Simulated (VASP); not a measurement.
Y: single point with PBE

Slab: Y, a slab with vacuum.

```xyz
4
Lattice="3.5143 0.0000 0.0000 -1.7572 3.0435 0.0000 0.0000 0.0000 23.6083" Properties=species:S:1:pos:R:3 pbc="T T T"
Y     1.7572    1.0145    7.5000
Y     0.0000    2.0290   10.3694
Y     0.0000    0.0000   13.2389
Y     1.7572    1.0145   16.1083
```

The slab is cut from a database's or a generator's crystal, which needn't be the stable form of the element.

The cell isn't the ideal one: the (1 1 1) slab of Y, cut from the database cell, not relaxed.

```
Program             : VASP 6.6.1
Task                : single point
Functional          : PBE
Potentials or basis : VASP PAW PBE potentials, release 64 (Y_sv)
Cutoff              : 520 eV
k mesh              : 9 × 9 × 1
Occupations         : fermi-dirac, width 0.05 eV
Spin                : no spin polarisation
```

- Largest force: 0.212 eV/Å
- Band gap on the k mesh: none (metal or under the smearing width)

Forces in eV/Å, atoms in the order of the input:
```
Y    0.000  0.000  0.030
Y    0.000  0.000 -0.212
Y    0.000  0.000  0.212
Y    0.000  0.000 -0.030
```

Levels at points of the mesh, in eV from the Fermi level:
```csv
k point,band 20,band 21,band 22,band 23,band 24,band 25
"(0.00, 0.00, 0.00)",-2.27,0.12,0.13,0.67,0.89,1.56
```

Run time: 7.6 min on 1 thread of AMD EPYC 7R43 64-Core Processor (Zen 3), on a shared host, peak memory 0.32 GiB.
